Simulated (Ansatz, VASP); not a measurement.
# La2O3: VASP beside Ansatz

```
La O
1.0
     3.93078    0.00000    0.00000
    -1.96539    3.40415    0.00000
     0.00000    0.00000    6.11195
La O
2 3
Direct
  0.33333 0.66667 0.24624
  0.66667 0.33333 0.75376
  0.00000 0.00000 0.00000
  0.33333 0.66667 0.64589
  0.66667 0.33333 0.35411
```

The cell is a database's computed one.

Alike in both runs: task single point; functional PBEsol; k mesh 8 × 8 × 5; occupations fermi-dirac, width 0.05 eV; no spin polarisation.

|  | VASP | Ansatz |
| --- | --- | --- |
| version | VASP 6.6.1 | Ansatz 0.2.0 |
| potentials or method | VASP PAW PBE potentials, release 64 (La, O), cutoff 520 eV | all-electron LAPW, scalar-relativistic |

Ansatz gave:

| Quantity | Value |
| --- | --- |
| gap on the k mesh at the Fermi level (eV) | 3.81 |
| least direct gap on the mesh (eV) | 3.96 |
| pressure (GPa) | -3.0 |
| largest component of the traceless stress (GPa) | 0.24 |
| rms of the force components (eV/Å) | 0.034 |

**Question.** Estimate VASP's values.

**Answer.** gap on the k mesh at the Fermi level (eV): 3.83; least direct gap on the mesh (eV): 3.98; pressure (GPa): -3.2; largest component of the traceless stress (GPa): 0.25; rms of the force components (eV/Å): 0.036.

Atom by atom the forces differ by 0.003 eV/Å (rms over components). Ansatz ran all-electron here, so the differences hold the error of VASP's frozen core and of both bases.

Caveats: spin-orbit coupling is left out, which moves the levels of the heavy elements; an odd mesh through Γ misses points on the zone boundary, where band edges often lie; the PAW data sets were made with another functional, which shifts forces and pressure a little (VASP). As with any semilocal functional, this PBEsol gap is likely too small.
